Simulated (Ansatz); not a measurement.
**Calculated coordination and ¹⁸¹Ta quadrupole coupling for TaN at a changed volume**

Cell: a structure deposited in the COD, relaxed with PBE at fixed cell and then changed (volume scaled by 0.94, ions relaxed).

Space group P-62m (No. 189); a = 5.0899, c = 2.8516 Å, γ = 120.00°.

```
site  Wyckoff  site symmetry       x       y       z
 Ta1       2d           -6..  0.3333  0.6667  0.5000
 Ta3       1a           -62m  0.0000  0.0000  0.0000
   N       3f            m2m  0.3956  0.0000  0.0000
```

One atom of each set is listed.

The numbers come from a DFT calculation in Ansatz (PBE, plane waves and PAW, scalar-relativistic, collinear spin, 420 eV cutoff, Γ-centred 10×10×16 k-points, Fermi–Dirac smearing 0.05 eV). Start moments as typed (μB): 2 on each Ta, none on the rest.

Q(¹⁸¹Ta) = 3170 mb.

**Question.** Rank these Ta sites by |C_Q|, smallest first.
A. Ta3: 3 N at 2.01 Å; also 3 N at 3.08 Å
B. Ta1: 6 N at 2.12 Å

**Answer.** A (1055 MHz, η = 0.00), B (1747 MHz, η = 0.00).

An axis of threefold or higher order runs through Ta3 and Ta1, so V_zz lies along it and η is zero.

With no gap above 0.1 eV, as in a metal, the gradients converge slowly in k; expect changes of a tenth or more on a denser mesh. Without spin–orbit coupling the gradients at and beside Ta can be off by some per cent, at some sites by more. With these PAW files V_zz is typically within 2 to 3 % of all-electron values, but misses above 10 % occur on Ta. At this changed cell the PBE pressure is 28 GPa. The start moments die out, and the run ends without spin.
